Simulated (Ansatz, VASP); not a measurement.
One calculation of BH3N, two programs

```
B N H
1.0
    13.50000    0.00000    0.00000
     0.00000   13.20000    0.00000
     0.00000    0.00000    4.38361
B N H
4 4 12
Direct
  0.50000 0.50672 0.99054
  0.50000 0.39411 0.50439
  0.40464 0.56303 0.50439
  0.59536 0.56303 0.50439
  0.50000 0.50672 0.63088
  0.50000 0.39777 0.13589
  0.40774 0.56120 0.13589
  0.59226 0.56120 0.13589
  0.42500 0.34876 0.58155
  0.57500 0.34876 0.58155
  0.32874 0.51927 0.58154
  0.40373 0.65212 0.58156
  0.67126 0.51927 0.58154
  0.59627 0.65212 0.58156
  0.44077 0.35860 0.05000
  0.55923 0.35860 0.05000
  0.34495 0.52833 0.04999
  0.40419 0.63326 0.05003
  0.65505 0.52833 0.04999
  0.59581 0.63326 0.05003
```

Alike in both runs: functional PBE; k mesh 1 × 1 × 8; occupations gaussian, width 0.05 eV; no spin polarisation.

Ansatz relaxed the structure, and its values are those at the end. VASP's run is a single point on that final structure, the one shown.

|  | VASP | Ansatz |
| --- | --- | --- |
| version | VASP 6.6.1 | Ansatz 0.2.0 |
| potentials or method | VASP PAW PBE potentials, release 64 (B, N, H) | scalar-relativistic, plane waves, PAW |
| plane-wave cutoff (eV) | 520 | 420 |
| valence electrons in the cell | 44 | 44 |

|  | VASP | Ansatz | Ansatz less VASP |
| --- | --- | --- | --- |
| gap on the k mesh at the Fermi level (eV) | 5.01 | 5.01 | -0.001 |
| least direct gap on the mesh (eV) | 5.01 | 5.01 | -0.001 |
| rms of the force components (eV/Å) | 0.008 | 0.003 | -0.0046 |

Ansatz warned: «xc_potential_rough_in_thin_density».

Expect the measured gap to be larger: semilocal functionals such as PBE lack the derivative discontinuity.
